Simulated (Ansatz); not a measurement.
# Preparing Al2O3 (R-3c) as a host crystal

Aim: the runs on the perfect crystal Al2O3 (R-3c) that a defect calculation needs first.

Main program and level: Ansatz 0.2.0; plane-wave PAW DFT, PBEsol; relaxation of the host's cell and atoms, in the first sound run; inputs show where later runs differ.

**1. Starting point**

It takes space group R-3c (No. 167, trigonal). Conventional cell: a = 4.805 Å, b = 4.805 Å, c = 13.116 Å, α = 90.00°, β = 90.00°, γ = 120.00°. Al has 6 O at 1.87 to 1.99 Å nearest. O has 4 Al at 1.87 to 1.99 Å nearest. Farther neighbours and most contacts between anions are not listed.

**2. Host cell relaxation**

Lattice and positions are set free, within the symmetry that the program keeps.

The input, cell/input.yaml:

```yaml
crystal:
  lattice:
    - [2.4025136, 1.3870919, 4.3720844]
    - [-2.4025136, 1.3870919, 4.3720844]
    - [0.0, -2.7741838, 4.3720844]
  atoms:
    - { symbol: Al, position: [0.647904, 0.647904, 0.647904] }
    - { symbol: Al, position: [0.852096, 0.852096, 0.852096] }
    - { symbol: Al, position: [0.147904, 0.147904, 0.147904] }
    - { symbol: Al, position: [0.352096, 0.352096, 0.352096] }
    - { symbol: O, position: [0.4438545, 0.0561455, 0.75] }
    - { symbol: O, position: [0.9438545, 0.25, 0.5561455] }
    - { symbol: O, position: [0.0561455, 0.75, 0.4438545] }
    - { symbol: O, position: [0.75, 0.4438545, 0.0561455] }
    - { symbol: O, position: [0.25, 0.5561455, 0.9438545] }
    - { symbol: O, position: [0.5561455, 0.9438545, 0.25] }
basis:
  ecutwfc: 420
  xc_grid: 2
hamiltonian:
  xc: pbesol
kpoints:
  mp_grid: { grid: [7, 7, 7] }
scf:
  occupations: { method: fixed }
  max_iter: 100
relax:
  f_tol: 0.005
  max_steps: 60
  cell: {}
output:
  forces: true
  stress: true
checkpoint:
  write: "../cell.run"
  compress: false
  write_wavefunctions: false
  write_every: 100000
```

Run with:

```bash
$ ansatz run input.yaml --threads 8 --pin off --max-ram 22609MiB --backend cpu --events-out ev --progress --plain --runs-dir out
```

Numbers of over 12 decimals in the logs are rounded to 6 here.

Log:

```text
[... repeated set-up lines and file paths are left out, and long positions are rounded to six places ...]
Engine: ansatz 0.2.0, aarch64-unknown-linux-gnu
Pseudopotentials: kind: paw
Pseudopotential: Al, paw, valence charge 3, recommended cutoff 420 eV (normal), Al.paw.azcp
Pseudopotential: O, paw, valence charge 6, recommended cutoff 420 eV (normal), O.paw.azcp
Functional definition: PBEsol
  exchange = pbesol_x
  correlation = pbesol_c
Crystal: 10 atoms, lattice volume = 87.420 Å³
Basis set: ecut = 420 eV, 1707 PW (Γ), exchange–correlation on 72×72×72 points (8 copies of the dense FFT grid, shifted against one another)
Bands: 34, of which v1, the nominal top of the filled ones, is band 24 counted from 1 (23 counted from 0)
Symmetry: 12 space group operations
Space group: R-3c (ITA 167), of the structure as read, at distance tolerance 4.4e-5 Å
k-points: 44 of 343
Non-local potential: Al, projectors of the file, l = 0: 2, l = 1: 2, l = 2: 1
Non-local potential: O, projectors of the file, l = 0: 2, l = 1: 2, l = 2: 1
PAW form: soft (Blöchl's): semilocal exchange-correlation on the pseudo side does not see the compensation charge
PAW frozen core: Al, regenerated for the run's functional, and the local potential with it (the file was generated under x = pbe(κ = 0.804, μ = 0.219515), c = pbe(β = 0.066725))
PAW frozen core: O, regenerated for the run's functional, and the local potential with it (the file was generated under x = pbe(κ = 0.804, μ = 0.219515), c = pbe(β = 0.066725))
PAW one-centre angular grid: Al, 110 points (default); XC on 64 Gauss nodes
PAW one-centre angular grid: O, 110 points (default); XC on 64 Gauss nodes
Initial density: superposition of atomic densities (neutral atoms: chi_scale 0, normalization atom), corrected by the library's trained network
Initial wavefunctions: pseudopotential atomic-orbital guess
Functional: x = pbesol(κ = 0.804, μ = 0.123457), c = pbesol(β = 0.046)
SCF iter   1: F=—  HF=-5478.871218 eV  |F-HF|=—  |Δ(HF+E_count)|=         —  Δρ=1.60e-2  dr2=1.70e-1  ethr=1.77e-3  ⟨swp⟩=5.2  Hψ=5970  notcnv=0  defer=326
preconditioner: auto → Resta (q_TF=auto, 2.469 Å⁻¹)  ε∞=3.6  [insulator: Δε(μ)=5.664 eV  Ē_g=17.047 eV  n_scr=20 (ndim 8)  ℏωp=27.5 eV  f_vac=0.000  ε∞_Penn≈3.6]
SCF iter   2: F=—  HF=-5478.820081 eV  |F-HF|=—  |Δ(HF+E_count)|=   5.11e-2  Δρ=2.05e-3  dr2=1.57e-3  ethr=3.55e-4  ⟨swp⟩=2.6  Hψ=2769  notcnv=0  defer=350
SCF iter   3: F=—  HF=-5478.820249 eV  |F-HF|=—  |Δ(HF+E_count)|=   1.68e-4  Δρ=1.10e-3  dr2=5.56e-4  ethr=3.26e-6  ⟨swp⟩=2.0  Hψ=1737  notcnv=0  defer=308
automatic band count: iteration 3 solves 33 bands in place of 34: the levels show a gap, and the empty bands left out lie too high to hold charge; the band table lists the bands solved (type scf.n_extra_bands for more)
SCF iter   4: F=—  HF=-5478.820319 eV  |F-HF|=—  |Δ(HF+E_count)|=   7.02e-5  Δρ=8.12e-5  dr2=5.01e-6  ethr=1.16e-6  ⟨swp⟩=2.4  Hψ=2173  notcnv=0  defer=300
SCF iter   5: F=—  HF=-5478.820331 eV  |F-HF|=—  |Δ(HF+E_count)|=   1.19e-5  Δρ=1.75e-5  dr2=2.14e-7  ethr=1.04e-8  ⟨swp⟩=2.6  Hψ=2454  notcnv=0  defer=200
SCF iter   6: F=-5478.820331 eV  HF=-5478.820331 eV  |F-HF|=4.58e-9  |Δ(HF+E_count)|=   5.94e-8  Δρ=2.92e-6  dr2=9.98e-9  ethr=2.08e-10  ⟨swp⟩=4.0  Hψ=4531  notcnv=0
SCF 1 converged in 6 iterations: F = -5478.820331 eV  dr2 = 9.98e-9
  greatest PAW one-centre occupation: 0.857 electrons in one spin orbital (limit 2), on the O atom at site 9 (counted from 0), in its partial waves of l = 0
relax step   1: F+E_penalty+E_count = -5478.82033109 eV  Δ(F+E_penalty+E_count) = +0.000e0 eV  max|allowed force component| = 4.971e-2 eV/Å  Δτ_max = 0.0000 Å  P = -4.850 GPa  Ω = 87.420 Å³  (6 SCF iters, dr2 threshold 1.00e-7 eV, accepted)
[... the SCF cycles and remarks between the steps are left out from here to the last step ...]
relax step   2: F+E_penalty+E_count = -5478.84382496 eV  Δ(F+E_penalty+E_count) = -2.349e-2 eV  max|allowed force component| = 2.821e-2 eV/Å  Δτ_max = 0.0021 Å  P = -2.660 GPa  Ω = 86.618 Å³  energy of the carried Pulay correction = +4.597e-3 eV  (5 SCF iters, dr2 threshold 1.00e-6 eV, accepted)
relax step   3: F+E_penalty+E_count = -5478.85709568 eV  Δ(F+E_penalty+E_count) = -1.327e-2 eV  max|allowed force component| = 3.007e-2 eV/Å  Δτ_max = 0.0006 Å  P = +0.049 GPa  Ω = 85.677 Å³  energy of the carried Pulay correction = +1.005e-2 eV  (5 SCF iters, dr2 threshold 1.00e-6 eV, accepted)
relax step   4: F+E_penalty+E_count = -5478.85714019 eV  Δ(F+E_penalty+E_count) = -4.451e-5 eV  max|allowed force component| = 1.533e-2 eV/Å  Δτ_max = 0.0008 Å  P = +0.008 GPa  Ω = 85.686 Å³  energy of the carried Pulay correction = +9.997e-3 eV  (4 SCF iters, dr2 threshold 5.65e-8 eV, accepted)
relax step   5: F+E_penalty+E_count = -5478.85713552 eV  Δ(F+E_penalty+E_count) = +4.671e-6 eV  max|allowed force component| = 4.932e-3 eV/Å  Δτ_max = 0.0007 Å  P = -0.009 GPa  Ω = 85.692 Å³  energy of the carried Pulay correction = +9.965e-3 eV  (4 SCF iters, dr2 threshold 1.47e-8 eV, accepted)
relax step   6: F+E_penalty+E_count = -5478.84826372 eV  Δ(F+E_penalty+E_count) = +8.872e-3 eV  max|allowed force component| = 4.627e-3 eV/Å  Δτ_max = 0.0000 Å  P = -0.205 GPa  Ω = 85.692 Å³  stress off target by 2.09e-1 GPa  SCF on the basis re-selected at this cell (its energy is not comparable with the rows above)  (5 SCF iters)
relax step   7: F+E_penalty+E_count = -5478.84871385 eV  Δ(F+E_penalty+E_count) = -4.501e-4 eV  max|allowed force component| = 2.287e-5 eV/Å  Δτ_max = 0.0003 Å  P = -0.004 GPa  Ω = 85.622 Å³  energy of the carried Pulay correction = +4.012e-4 eV  (4 SCF iters, dr2 threshold 1.09e-7 eV, accepted)
iter 1 solved again at ethr=1.91e-8 eV; its pass at ethr=3.10e-3 eV (dr2=9.16e-6 eV) is discarded
SCF iter   1: F=—  HF=-5478.848232 eV  |F-HF|=—  |Δ(HF+E_count)|=         —  Δρ=1.11e-5  dr2=2.52e-8  ethr=1.91e-8  ⟨swp⟩=3.0  Hψ=9935  notcnv=0  defer=347
SCF iter   2: F=—  HF=-5478.848243 eV  |F-HF|=—  |Δ(HF+E_count)|=   1.03e-5  Δρ=5.10e-6  dr2=7.93e-9  ethr=5.25e-11  ⟨swp⟩=2.0  Hψ=2354  notcnv=0  defer=334
SCF iter   3: F=—  HF=-5478.848243 eV  |F-HF|=—  |Δ(HF+E_count)|=   4.40e-9  Δρ=1.99e-6  dr2=1.46e-9  ethr=1.65e-11  ⟨swp⟩=2.1  Hψ=2149  notcnv=0  defer=334
SCF iter   4: F=—  HF=-5478.848243 eV  |F-HF|=—  |Δ(HF+E_count)|=  8.91e-10  Δρ=3.33e-7  dr2=1.00e-10  ethr=3.04e-12  ⟨swp⟩=3.0  Hψ=2517  notcnv=0  defer=334
SCF iter   5: F=-5478.848243 eV  HF=-5478.848243 eV  |F-HF|=3.64e-12  |Δ(HF+E_count)|=  3.82e-11  Δρ=7.31e-8  dr2=3.20e-12  ethr=1.00e-12  ⟨swp⟩=4.0  Hψ=4574  notcnv=0
SCF 8 converged in 5 iterations: F = -5478.848243 eV  dr2 = 3.20e-12
relax step   8: F+E_penalty+E_count = -5478.84824275 eV  Δ(F+E_penalty+E_count) = +4.711e-4 eV  max|allowed force component| = 4.126e-5 eV/Å  Δτ_max = 0.0000 Å  P = -0.009 GPa  Ω = 85.622 Å³  stress off target by 9.19e-3 GPa  SCF on the basis re-selected at this cell (its energy is not comparable with the rows above)  (5 SCF iters)
basis re-selected at this cell: Δ(F+E_penalty+E_count) = +4.711e-4 eV, ΔP = -0.005 GPa vs the last step (what re-selecting the basis moved, of the pressure what is left beyond the Pulay correction that the steps carried, after the strain that the cell walked [...]
SCF converged after 5 iterations
Free energy (F): -5478.848243 eV
Harris-Foulkes:  -5478.848243 eV  (|F-HF|=3.64e-12)
Internal energy: -5478.848243 eV  (E = F + TS)
E sigma→0 (E₀):  -5478.848243 eV
Fermi energy:    7.540257 eV
--- Per-component energies (eV) ---
  E_band       = 58.003500
  E_kinetic    = 1178.143740
  E_local      = -1978.782719  (includes V_loc(G=0)·N_el)
  E_nonlocal   = 326.503290
  E_hartree    = 728.900893
  E_xc         = -605.825314
  E_vxc        = -692.594705  (∫ρ·V_xc dr)
  E_paw        = -2736.808600  (= ΣΔE_a)
  E_vpaw       = -233.082956  (= ΣTr[D̂ρ^β])
  E_aug_tail   = 0.015146  (compensation charges beyond the density's cutoff)
  E_ewald      = -2391.282962
  E_core_change = 0.288284  (= ΣΔE_core)
  E_smearing   = -0.000000  (= −TS)
  E_closure    = 0.000000  (closes the sum)
  Σ components = -5478.848243   (vs F -5478.848243, Δ=0.00e0)
--- Forces (eV/Å), atoms counted from 1 ---
  atom   1  Al     0.00000000     0.00000000     0.00000657
  atom   2  Al    -0.00000000    -0.00000000    -0.00000657
  atom   3  Al     0.00000000     0.00000000     0.00000657
  atom   4  Al     0.00000000    -0.00000000    -0.00000657
  atom   5  O     -0.00004126    -0.00000000     0.00000000
  atom   6  O     -0.00002063    -0.00003573     0.00000000
  atom   7  O      0.00002063     0.00003573     0.00000000
  atom   8  O      0.00002063    -0.00003573     0.00000000
  atom   9  O     -0.00002063     0.00003573    -0.00000000
  atom  10  O      0.00004126     0.00000000     0.00000000
  max |Σ_I F_I| component: 1.79e-17 eV/Å
--- Stress (GPa, compression-positive) ---
       -0.009185      -0.000000      -0.000000
       -0.000000      -0.009185       0.000000
       -0.000000      -0.000000      -0.007187
  P = ⅓ Tr σ = -0.0085 GPa (-0.085 kbar)
--- Relaxed structure (6 steps of the walk, 6 accepted, 2 SCFs on fresh bases) ---
  F+E_penalty+E_count = -5478.84824275 eV   max|allowed force component| = 4.126e-5 eV/Å   (the final SCF, on the basis selected at the relaxed cell)
  cell:  # Å, volume = 85.6225 Å³
    - [2.386934, 1.378097, 4.338269]
    - [-2.386934, 1.378097, 4.338269]
    - [0, -2.756194, 4.338269]
  atoms:
    - { symbol: Al, position: [0.647921, 0.647921, 0.647921] }
    - { symbol: Al, position: [0.852079, 0.852079, 0.852079] }
    - { symbol: Al, position: [0.147921, 0.147921, 0.147921] }
    - { symbol: Al, position: [0.352079, 0.352079, 0.352079] }
    - { symbol: O, position: [0.444140, 0.055860, 0.75] }
    - { symbol: O, position: [0.944140, 0.250000, 0.555860] }
    - { symbol: O, position: [0.055860, 0.750000, 0.444140] }
    - { symbol: O, position: [0.75, 0.444140, 0.055860] }
    - { symbol: O, position: [0.250000, 0.555860, 0.944140] }
    - { symbol: O, position: [0.555860, 0.944140, 0.250000] }
```

It took 22 s on 8 threads of Arm Neoverse V2, shared host; peak memory 0.51 GiB.

Step by step:

| step | energy less that of the first step (eV) | largest force component (eV/Å) | pressure (GPa) | volume (Å³) |
| --- | --- | --- | --- | --- |
| 1 | 0.0000 | 0.0497 | -4.85 | 87.42 |
| 2 | -0.0235 | 0.0282 | -2.66 | 86.62 |
| 3 | -0.0368 | 0.0301 | 0.05 | 85.68 |
| 4 | -0.0368 | 0.0153 | 0.01 | 85.69 |
| 5 | -0.0368 | 0.0049 | -0.01 | 85.69 |
| 6 | -0.0279 | 0.0046 | -0.20 | 85.69 |
| 7 | -0.0284 | 0.0000 | 0.00 | 85.62 |
| 8* | -0.0279 | 0.0000 | -0.01 | 85.62 |

Relaxation steps marked * repeat the geometry before them on a plane-wave basis chosen anew for their cell, so energy and pressure can jump there. The log counts 2 steps on a newly chosen plane-wave basis, not all of them marked here; energy and pressure can jump at such steps.

The run keeps the 12 symmetry operations that it works with, so distortions that break them were not tested.

| conventional cell, symmetrised | before | after | change |
| --- | --- | --- | --- |
| a (Å) | 4.805 | 4.774 | -0.6 % |
| b (Å) | 4.805 | 4.774 | -0.6 % |
| c (Å) | 13.116 | 13.015 | -0.8 % |
| volume (Å³/atom) | 8.74 | 8.56 | -2.1 % |

This step gave:

| Quantity | Value |
| --- | --- |
| pressure | -0.008519 GPa |

The relaxation ends with a largest force component of 4.1e-5 eV/Å and a pressure of -0.01 GPa.

**3. Dielectric tensors of the host**

The response to a uniform electric field gives the electronic dielectric tensor.

This step: plane-wave PAW DFPT, PBEsol; dielectric tensors, Born charges and zone-centre modes of the host (Ansatz 0.2.0).

The input, eps/input.yaml:

```yaml
crystal:
  lattice:
    - [2.3869337137, 1.3780968221, 4.3382690299]
    - [-2.3869337137, 1.3780968221, 4.3382690299]
    - [0.0, -2.7561936443, 4.3382690299]
  atoms:
    - { symbol: Al, position: [0.6479208861, 0.6479208861, 0.6479208861] }
    - { symbol: Al, position: [0.8520791139, 0.8520791139, 0.8520791139] }
    - { symbol: Al, position: [0.1479208861, 0.1479208861, 0.1479208861] }
    - { symbol: Al, position: [0.3520791139, 0.3520791139, 0.3520791139] }
    - { symbol: O, position: [0.4441402346, 0.0558597654, 0.75] }
    - { symbol: O, position: [0.9441402346, 0.25, 0.5558597654] }
    - { symbol: O, position: [0.0558597654, 0.75, 0.4441402346] }
    - { symbol: O, position: [0.75, 0.4441402346, 0.0558597654] }
    - { symbol: O, position: [0.25, 0.5558597654, 0.9441402346] }
    - { symbol: O, position: [0.5558597654, 0.9441402346, 0.25] }
basis:
  ecutwfc: 420
hamiltonian:
  xc: pbesol
kpoints:
  mp_grid: { grid: [6, 6, 6] }
scf:
  occupations: { method: fixed }
  max_iter: 100
phonons:
  method: dfpt
  dielectric: true
  rigid_motions: translations
```

Log:

```text
[...]
Crystal: 10 atoms, lattice volume = 85.622 Å³
Basis set: ecut = 420 eV, 1653 PW (Γ), exchange–correlation on 72×72×72 points (8 copies of the dense FFT grid, shifted against one another)
Bands: 34, of which v1, the nominal top of the filled ones, is band 24 counted from 1 (23 counted from 0)
Symmetry: 12 space group operations
k-points: 112 of 216 (irreducible under 1 space group operation, time reversal used)
[...]
SCF iter   1: F=—  HF=-5478.899070 eV  |F-HF|=—  |Δ(HF+E_count)|=         —  Δρ=1.61e-2  dr2=1.68e-1  ethr=1.77e-3  ⟨swp⟩=5.1  Hψ=15355  notcnv=0  defer=827
[...]
SCF iter   8: F=-5478.848116 eV  HF=-5478.848116 eV  |F-HF|=9.09e-13  |Δ(HF+E_count)|=  1.20e-10  Δρ=1.02e-7  dr2=7.19e-12  ethr=1.00e-12  ⟨swp⟩=15.5  Hψ=26430  notcnv=0
SCF 1 converged in 8 iterations: F = -5478.848116 eV  dr2 = 7.19e-12
[...]
NSCF: frozen V_eff on 6 k-points
DFPT response loops at Γ: preconditioner auto → none (the input reference at scf.mixing.eps_inf says where Resta's filter doesn't serve); β = 0.50; Broyden in place of MSR1
SCF converged after 8 iterations
Free energy (F): -5478.848116 eV
[...]
Internal energy: -5478.848116 eV  (E = F + TS)
E sigma→0 (E₀):  -5478.848116 eV
Fermi energy:    7.540257 eV
[...]
--- Band table (eV; the first three rows and the last of 112) ---
[...]
[... further k-points left out ...]
--- Phonons (Γ-DFPT): 5 representative perturbations + reference, on 112 of 216 k-points (Σ response iterations 18) ---
  k mesh reduced under 1 symmetry operation, with k and −k counted as one. Each operation leaves every solved perturbation unchanged. A smaller set is not considered because the run solves the response to a homogeneous field
  ASR residual: 4.403e-5 → 0.000e0 eV/Å²; symmetrization residual: 3.577e-5 eV/Å²
  ASR residual per site (eV/Å²): 1.95e-5 1.95e-5 1.95e-5 1.95e-5 4.40e-5 4.40e-5 4.40e-5 4.40e-5 4.40e-5 4.40e-5
  Γ frequencies (cm⁻¹): 0.00 0.00 0.00 297.49 363.68 363.68 376.61 376.61 383.42 405.35 420.41 420.41 424.97 424.97 433.50 433.50 514.15 556.37 556.37 561.85 561.85 567.45 589.11 613.94 613.94 624.27 673.96 729.12 729.12 730.73
  ε∞ (high-frequency dielectric tensor):
        3.295622     0.000000    -0.000000
       -0.000000     3.295622     0.000000
        0.000000     0.000000     3.257177
  ε⁰ (static dielectric tensor: ions relaxed, cell fixed):
        9.716992     0.000000    -0.000000
        0.000000     9.716992    -0.000000
       -0.000000    -0.000000    11.805429
  ε⁰ − ε∞ (ionic part):
        6.421370     0.000000    -0.000000
        0.000000     6.421370    -0.000000
       -0.000000    -0.000000     8.548252
  softest optical mode at Γ: 297.49 cm⁻¹; the repairs (sum rule, projections) moved no ω² at Γ by more than (4.40 cm⁻¹)²
  Born effective charges Z* (e; rows j = field, columns β = displacement):
    site 0:
         2.98076   -0.03049   -0.00000
         0.03049    2.98076    0.00000
         0.00000    0.00000    2.94701
    site 1:
         2.98076    0.03049    0.00000
        -0.03049    2.98076    0.00000
        -0.00000    0.00000    2.94701
    site 2:
         2.98076    0.03049    0.00000
        -0.03049    2.98076    0.00000
        -0.00000    0.00000    2.94701
    site 3:
         2.98076   -0.03049   -0.00000
         0.03049    2.98076    0.00000
         0.00000    0.00000    2.94701
    site 4:
        -2.08820   -0.00000    0.00000
        -0.00000   -1.88614    0.27217
        -0.00000    0.36582   -1.96467
    site 5:
        -1.93666   -0.08749    0.23570
        -0.08749   -2.03769   -0.13608
         0.31681   -0.18291   -1.96467
    site 6:
        -1.93666   -0.08749    0.23570
        -0.08749   -2.03769   -0.13608
         0.31681   -0.18291   -1.96467
    site 7:
        -1.93666    0.08749   -0.23570
         0.08749   -2.03769   -0.13608
        -0.31681   -0.18291   -1.96467
    site 8:
        -1.93666    0.08749   -0.23570
         0.08749   -2.03769   -0.13608
        -0.31681   -0.18291   -1.96467
    site 9:
        -2.08820   -0.00000    0.00000
        -0.00000   -1.88614    0.27217
         0.00000    0.36582   -1.96467
  Z* charge neutrality: 6.913e-5 e pre-enforcement
  k-mesh period / interband length: 28.6 Å / 1.27 Å = 22.49 at k = (0.0000, 0.0000, 0.0000), direct gap 6.030 eV — 14 or more, which is no proof of convergence
  optical modes at Γ without the LO–TO term, one row a degenerate level:
      ω (cm⁻¹)  modes    IR ((D/Å)²/amu)
        297.49      1             0.0000
[...]
optical modes at Γ + LO–TO along q̂ = [1.0000, 0.0000, 0.0000]:
      ω (cm⁻¹)  modes    IR ((D/Å)²/amu)
[...]
optical modes at Γ + LO–TO along q̂ = [0.0000, 1.0000, 0.0000]:
      ω (cm⁻¹)  modes    IR ((D/Å)²/amu)
[...]
optical modes at Γ + LO–TO along q̂ = [0.0000, 0.0000, 1.0000]:
      ω (cm⁻¹)  modes    IR ((D/Å)²/amu)
[...]
433.50      2             0.0000
        487.07      1             2.0577
        514.15      1             0.0000
        556.37      2            81.2406
        561.85      2             0.0000
        589.11      1             0.0000
        613.94      2             7.1723
        624.27      1             0.0000
        673.96      1             0.0000
        729.12      2             0.0000
        730.73      1             0.0000
        850.41      1            62.2010
```

Wall time 83 s (8 threads); peak memory 1.5 GiB; 6.1 min of CPU time.

The column dr2 measures how far the density is from self-consistency, as an energy; F and HF (Harris–Foulkes) agree once it is small.

Electronic dielectric tensor:

```
3.30 0.00 0.00
0.00 3.30 0.00
0.00 0.00 3.26
```

Static dielectric tensor:

```
 9.72  0.00  0.00
 0.00  9.72  0.00
 0.00  0.00 11.81
```

The principal values of the electronic dielectric tensor are 3.26, 3.30 and 3.30. The principal values of the static dielectric tensor are 9.72, 9.72 and 11.81.

(Continued in part 2 of 3.)

[Logs are printed without paths, hosts, clocks, repeated set-up lines and the standing remarks that a program may print on its own settings, such as how far it seeks lower states.]

[Hosts, paths, dates, database ids (printed as entryN), source tags and the programs' standing remarks are cut or masked in the printed files.]

[Runs of the host that timed out are not shown.]

[For some hosts the program warned that the k-mesh of the response run may be too coarse for force constants and the static dielectric constant; such warnings are not always shown.]
